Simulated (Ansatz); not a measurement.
WC:

```
W C
1.0
     0.00000    2.19268    2.19268
     2.19268    0.00000    2.19268
     2.19268    2.19268    0.00000
W C
1 1
Direct
  0.00000 0.00000 0.00000
  0.50000 0.50000 0.50000
```

Measurements of this composition are mostly on another form, of space group No. 187.

```yaml
Program: Ansatz 0.2.0
Task: relaxation of cell and atoms
Functional: PBEsol
Potentials_or_basis: Ansatz PAW
Cutoff: "420 eV (not typed: the program's choice for these potentials)"
k_mesh: 10 × 10 × 10
Occupations: fermi-dirac, width 0.05 eV
Spin: no spin polarisation
Hubbard_terms: W d U = 4 eV
```

At the start: volume 10.54 Å³/atom.

Problem. How do energy, volume and symmetry change on relaxing?

Solution. It ends after 7 steps and the volume is 10.27 Å³/atom (-2.6 %); space group Fm-3m (No. 225, to 0.05 Å).

The path:
```
step  energy change (eV)  largest force (eV/Å)  volume (Å³)
   1              0.0000                0.0000        21.08
   2             -0.0146                0.0000        20.28
   3             -0.0179                0.0000        20.55
   4             -0.0179                0.0000        20.54
   5             -0.0169                0.0000        20.54
   6             -0.0169                0.0000        20.54
   7             -0.0169                0.0000        20.54
```

Final structure:
```xyz
2
Lattice="0.0000 2.1735 2.1735 2.1735 0.0000 2.1735 2.1735 2.1735 0.0000" Properties=species:S:1:pos:R:3 pbc="T T T"
W     0.0000    0.0000    0.0000
C     2.1735    2.1735    2.1735
```

Caveat: the plane-wave basis is chosen anew once the cell has moved, so the energies of steps on either side of that aren't comparable; the pressure holds a Pulay correction of +0.3 GPa for the finite cutoff; U without spin polarisation on a metal has little footing; the PAW data sets come from PBE, with cores solved anew for the run's functional, which leaves a small shift of forces and pressure; the U is typed as a test and isn't derived for this compound.
